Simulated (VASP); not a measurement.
Crystal: HgSe.

```
Hg Se
1.0
     0.00000    3.03900    3.03900
     3.03900    0.00000    3.03900
     3.03900    3.03900    0.00000
Hg Se
1 1
Direct
  0.00000 0.00000 0.00000
  0.25000 0.25000 0.25000
```

| Quantity | Value |
| --- | --- |
| Program | VASP 6.6.1 |
| Task | relaxation of cell and atoms |
| Functional | PBEsol |
| Potentials or basis | VASP PAW PBE potentials, release 64 (Hg, Se) |
| Cutoff | 600 eV |
| k mesh | 10 × 10 × 10 |
| Occupations | gaussian, width 0.03 eV |
| Spin | no spin polarisation |

At the start: pressure 1.9 GPa; volume 28.07 Å³/atom.

Problem. How do energy, volume and symmetry change on relaxing?

Solution. Over 3 steps the energy falls by 5.3 meV/atom and the volume is 29.01 Å³/atom (+3.4 %); space group F-43m (No. 216, to 0.05 Å).

Step by step:
| step | energy change (eV) | largest force (eV/Å) | pressure (GPa) | volume (Å³) |
| --- | --- | --- | --- | --- |
| 1 | 0.0000 | 0.0000 | 1.85 | 56.13 |
| 2 | -0.0090 | 0.0000 | -0.67 | 58.81 |
| 3 | -0.0106 | 0.0000 | 0.00 | 58.03 |

Final structure:
```yaml
crystal:
  lattice:
    - [0.00000, 3.07281, 3.07281]
    - [3.07281, 0.00000, 3.07281]
    - [3.07281, 3.07281, 0.00000]
  atoms:
    - { symbol: Hg, position: [0.00000, 0.00000, 0.00000] }
    - { symbol: Se, position: [0.25000, 0.25000, 0.25000] }
```

Caveat: the PAW data sets were made with another functional, which shifts forces and pressure a little.
